Nitrogen trifluoride, NF₃, looks wrong. B3LYP puts its atomization energy 2.7 kJ/mol above the measured one, the only positive miss in the table, while CCSDT(Q), the most complete level here, falls 168 kJ/mol short. The close agreement most likely comes from errors that offset each other. The small basis weakens the binding, and an approximate method can add binding back, by an amount that depends on the molecule.

Atomization energies of ten fluorine compounds from Ansatz 0.2.0 with restricted MP2, CCSDT, CCSDT(Q) and BCCD(T) and with B3LYP, all in the cc-pVDZ basis at MP2(full)/6-31G* geometries, without relativity. Noble-gas cores are frozen in all levels but B3LYP. The measured values come from heats of formation, with zero-point and thermal terms removed.

```
                          system  RMP2: computed less measured (kJ/mol)  RCCSDT: computed less measured (kJ/mol)  RCCSDT(Q): computed less measured (kJ/mol)  BCCD(T): computed less measured (kJ/mol)  B3LYP: computed less measured (kJ/mol)  measured atomization energy (kJ/mol)
   F2 (multiplicity 1, charge 0)                                  -34.9                                    -48.5                                       -44.6                                     -49.1                                    -3.2                                   161
   FH (multiplicity 1, charge 0)                                  -49.9                                    -62.0                                       -61.2                                     -61.9                                   -44.8                                   590
  F3N (multiplicity 1, charge 0)                                 -118.4                                   -173.3                                      -167.7                                    -172.9                                     2.7                                   856
  BF3 (multiplicity 1, charge 0)                                  -64.0                                   -173.0                                      -170.2                                    -171.4                                   -53.7                                  1967
CH2F2 (multiplicity 1, charge 0)                                 -109.6                                   -155.8                                      -153.8                                    -155.2                                   -36.2                                  1826
  CF4 (multiplicity 1, charge 0)                                  -67.4                                   -181.5                                      -177.7                                    -179.6                                   -28.4                                  1992
 CHF3 (multiplicity 1, charge 0)                                  -91.7                                   -171.9                                      -169.0                                    -170.7                                   -34.5                                  1915
C2H3F (multiplicity 1, charge 0)                                 -141.0                                   -182.7                                      -180.1                                    -182.1                                   -37.0                                  2393
C2F3N (multiplicity 1, charge 0)                                 -105.3                                   -261.5                                      -254.0                                    -258.4                                   -43.4                                  2676
 C2F4 (multiplicity 1, charge 0)                                 -102.7                                   -235.0                                      -229.6                                    -232.9                                   -15.7                                  2443
```

The basis error is plainest in HF. Going from CCSDT to CCSDT(Q) recovers only 0.8 kJ/mol, and treating the quadruple excitations in full shifts the molecule's energy by less than 0.1 kJ/mol, yet a miss of 61 kJ/mol remains. Theory puts most of it down to the basis, which falls short in two ways. It has too few functions to reshape the electron cloud fully when the bond forms, an error that even a mean-field calculation suffers. The bond also brings two electrons of opposite spin into one region, where they must avoid each other, and this takes functions of high angular momentum that cc-pVDZ largely lacks. The free atoms have fewer such close pairs, so the molecule loses more.

F₂ also has one bond but misses by less, 45 kJ/mol. A likely reason is that its charge is shared evenly, whereas in HF fluorine gathers extra charge, which calls for diffuse functions that this basis does not have. Relative to its weak bond, however, the F₂ miss is the worst of all, 28% of the measured value. The restricted determinant of F₂ is unstable, but an unrestricted one changes the CCSDT(Q) energy by only about 0.5 kJ/mol.

NF₃ and BF₃ have three bonds each, and their CCSDT(Q) misses agree within 3 kJ/mol. MP2 nevertheless comes 54 kJ/mol closer for BF₃, while the B3LYP miss lies 56 kJ/mol higher for NF₃, turning from a shortfall into a slight excess. A probable reason for the B3LYP side is that its approximate exchange overbinds neighbouring atoms rich in lone pairs, as in N–F and F–F bonds. The table cannot separate this from the functional's own basis error, which may well dominate in HF, where B3LYP still falls 45 kJ/mol short.

For MP2 the offset can be traced. An atomization energy is the energy of the free atoms less that of the molecule, and MP2 leaves out some correlation on both sides. If $\Delta$ is the height of an MP2 total energy above the CCSDT(Q) one, the surplus $S$ of the MP2 atomization energy over CCSDT(Q) is

$$S=\Delta_{\text{atoms}}-\Delta_{\text{molecule}}.$$

MP2 therefore binds too strongly, compared with CCSDT(Q), when it describes the atoms worse than the molecule.

In CF₄ the molecule lies 74 kJ/mol too high and the surplus is 110 kJ/mol, so the five free atoms together must lie 184 kJ/mol too high. MP2 looks good for CF₄ because it is poor for carbon and fluorine atoms. A free carbon atom has an empty 2p orbital close in energy to its filled 2s orbital, a near-degeneracy that second order handles badly. A free boron atom has two such empty orbitals, which probably contributes to the large MP2 surplus of BF₃, though that surplus was not split into atoms and molecule.

NF₃ gets less of this help, with a surplus of only 49 kJ/mol. It releases one fluorine atom fewer, and a nitrogen atom has no empty 2p orbital, so the atoms lie only 138 kJ/mol too high. The molecule itself is described worse than CF₄, at 89 kJ/mol, as befits weak N–F bonds with low-lying antibonding orbitals.

The three fluoromethanes show the effect step by step. From CH₂F₂ through CHF₃ to CF₄ the number of bonds stays at four, and the CCSDT(Q) miss deepens while the MP2 miss shrinks. Each exchange of hydrogen for fluorine raises the MP2 surplus by 33 kJ/mol. A hydrogen atom has a single electron and hence no correlation to leave out, whereas each fluorine atom brings its own shortfall to the side of the free atoms. For this to account for the whole step, the error in the molecule itself must change little along the series, which is plausible but was not worked out here.

This step can be carried over to the ethylenes. Vinyl fluoride, C₂H₃F, has a surplus of 39 kJ/mol, and three more fluorine atoms should give C₂F₄ about $39+3\times33=138$ kJ/mol. The computed surplus is 127 kJ/mol, so the estimate, in whose step C₂F₄ had no part, is 11 kJ/mol too high. The rule transfers from single-bonded to double-bonded carbon, but only roughly.

The CCSDT(Q) misses of the last three rows follow the number and kind of bonds. Vinyl fluoride loses least per bonding pair, probably because only one of its six pairs is a C–F bond. CF₃CN has three pairs more than CHF₃, through its triple bond, and misses by 85 kJ/mol more. For C₂F₄ the measured value may itself be too low, which would flatter every level, including B3LYP with its miss of −16 kJ/mol, but nothing in these results tests that.

In the parent hydrocarbons no fluorine atoms are set free, so MP2 would lose this source of extra binding. Several of these gases serve in chip making, NF₃ and the fluorocarbons for etching and chamber cleaning, BF₃ for doping. For the energies needed to break such gases up into atoms, a small basis can keep the order and still spoil the gaps. MP2 and B3LYP put all ten compounds in the measured order. Yet C₂F₄ is measured 50 kJ/mol above vinyl fluoride, and CCSDT(Q) in this basis leaves almost nothing of that gap. Comparing such energies calls for a larger basis, even at the most complete level. The differences and the split into atoms and molecule are in the output below.

The analysis program printed:

```
Misses and differences between levels:
                               row  bonding pairs  CCSDT(Q) miss per pair (kJ/mol)  CCSDT(Q) miss (% of measured)  CCSDT(Q) less CCSDT (kJ/mol)  MP2 less CCSDT(Q) (kJ/mol)  B3LYP less CCSDT(Q) (kJ/mol)
     F2 (multiplicity 1, charge 0)              1                            -44.6                          -27.7                           3.9                         9.7                          41.4
     FH (multiplicity 1, charge 0)              1                            -61.2                         -10.37                           0.8                        11.3                          16.4
    F3N (multiplicity 1, charge 0)              3                            -55.9                         -19.59                           5.6                        49.3                         170.4
    BF3 (multiplicity 1, charge 0)              3                           -56.73                         -8.653                           2.8                       106.2                         116.5
  CH2F2 (multiplicity 1, charge 0)              4                           -38.45                         -8.423                             2                        44.2                         117.6
    CF4 (multiplicity 1, charge 0)              4                           -44.42                         -8.921                           3.8                       110.3                         149.3
   CHF3 (multiplicity 1, charge 0)              4                           -42.25                         -8.825                           2.9                        77.3                         134.5
  C2H3F (multiplicity 1, charge 0)              6                           -30.02                         -7.526                           2.6                        39.1                         143.1
  C2F3N (multiplicity 1, charge 0)              7                           -36.29                         -9.492                           7.5                       148.7                         210.6
   C2F4 (multiplicity 1, charge 0)              6                           -38.27                         -9.398                           5.4                       126.9                         213.9
Rank correlation of bonding pairs with size of CCSDT(Q) miss: 0.9152
Largest quadruples step as share of the CCSDT(Q) miss (%): 8.744
Largest difference between BCCD(T) and CCSDT (kJ/mol): 3.1
HF molecule, CCSDTQ less CCSDT(Q) total energy (kJ/mol): 0.05596
F2, unrestricted less restricted CCSDT(Q) total energy (kJ/mol): 0.4689
CCSDT(Q) miss, change from CH2F2 to CHF3 (kJ/mol): -15.2
CCSDT(Q) miss, change from CHF3 to CF4 (kJ/mol): -8.7
CCSDT(Q) miss, change from C2H3F to C2F4 per H replaced (kJ/mol): -16.5
MP2 surplus over CCSDT(Q), change from CH2F2 to CHF3 (kJ/mol): 33.1
MP2 surplus over CCSDT(Q), change from CHF3 to CF4 (kJ/mol): 33
MP2 surplus over CCSDT(Q), change from C2H3F to C2F4 per H replaced (kJ/mol): 29.27
MP2 surplus of C2F4 estimated from C2H3F and the mean methane step (kJ/mol): 138.2
That estimate less the computed surplus of C2F4 (kJ/mol): 11.35
CCSDT(Q) miss, change from CHF3 to CF3CN (kJ/mol): -85
BF3 miss less NF3 miss at CCSDT(Q) (kJ/mol): -2.5
BF3 miss less NF3 miss at MP2 (kJ/mol): 54.4
BF3 miss less NF3 miss at B3LYP (kJ/mol): -56.4
CF4 molecule, MP2 total energy above CCSDT(Q) (kJ/mol): 73.65
NF3 molecule, MP2 total energy above CCSDT(Q) (kJ/mol): 88.67
Free atoms C + 4 F, MP2 total energy above CCSDT(Q) (kJ/mol): 184
Free atoms N + 3 F, MP2 total energy above CCSDT(Q) (kJ/mol): 138
Surplus of CF4 less that of NF3, part from the atoms (kJ/mol): 45.98
Surplus of CF4 less that of NF3, part from the molecules (kJ/mol): 15.02
```
